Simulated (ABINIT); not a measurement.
Crystal: Au.

```
Au
1.0
     0.00000    2.03500    2.03500
     2.03500    0.00000    2.03500
     2.03500    2.03500    0.00000
Au
1
Cartesian
  0.0000 0.0000 0.0000
```

Program: ABINIT 10.8.3 (patched build). Alike in all runs: no spin polarisation; cell as given; cutoff (eV) 680; smearing fermi-dirac 0.05 eV.

Problem. Order these runs on this cell by their pressure, lowest first.
A. level AM05; potentials or basis JTH PAW PBE v2.0; k mesh 11 × 11 × 11; mesh quality not flagged
B. level LDA; potentials or basis JTH PAW LDA v2.0; k mesh 11 × 11 × 11; mesh quality not flagged
C. level WC; potentials or basis JTH PAW PBE v2.0; k mesh 11 × 11 × 11; mesh quality not flagged
D. level LDA; potentials or basis JTH PAW LDA v2.0; k mesh 4 × 4 × 4; mesh quality coarse

Solution. B (-2.9 GPa), D (-0.4 GPa), A (1.4 GPa), C (3.7 GPa).

Caveats: some runs use coarse meshes; the PAW data sets were made with another functional, which shifts forces and pressure a little (some runs).

Runs at the PBE level aren't shown here.
